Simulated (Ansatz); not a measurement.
# Ni: the cost of one run

Computed with Ansatz 0.2.0 (DFT PBE, scalar-relativistic, plane waves, PAW, unless a step's input says otherwise).

6 further runs of the same task are left out: 2 that didn't finish, 4 set aside as unsound or not needed.

### Step 1. The structure to begin with

Symmetry: Fm-3m, No. 225, cubic system. Conventional cell: a = 3.519 Å, b = 3.519 Å, c = 3.519 Å, α = 90.00°, β = 90.00°, γ = 90.00°. Around Ni (site symmetry m-3m) lie 12 Ni at 2.49 Å.

Coordinates:

```xyz
1
Lattice="0.0000 1.7593 1.7593 1.7593 0.0000 1.7593 1.7593 1.7593 0.0000" Properties=species:S:1:pos:R:3 pbc="T T T"
Ni    0.0000    0.0000    0.0000
```

It is the result of an earlier relaxation at this level (volume 10.89 Å³/atom; gap on the mesh: none (metal), site moments up to 0.7 μB).

### Step 2. The undisturbed cell

Input file input.yaml:

```yaml
crystal:
  lattice:
    - [0.0, 1.7592606522, 1.7592606522]
    - [1.7592606522, 0.0, 1.7592606522]
    - [1.7592606522, 1.7592606522, 0.0]
  atoms:
    - { symbol: Ni, position: [0.0, 0.0, 0.0], spin: 0.75 }
basis:
  ecutwfc: 420
kpoints:
  mp_grid: { grid: [32, 32, 32] }
hamiltonian:
  xc: pbe
scf:
  occupations: { method: gaussian, width: 0.15 }
output:
  forces: true
  stress: true
  eigenvalues: true
  populations: true
magnetization:
  spin_polarized: true
```

Run with:

```bash
$ ansatz run input.yaml --threads 1 --pin off --max-ram 2560MiB --backend cpu --events-out ev --progress --plain --runs-dir out
```

**Question.** How long does this run take on 1 thread of Arm Neoverse V2, shared host, and how much memory does it need?

About 25 s, with a peak of 0.51 GiB.
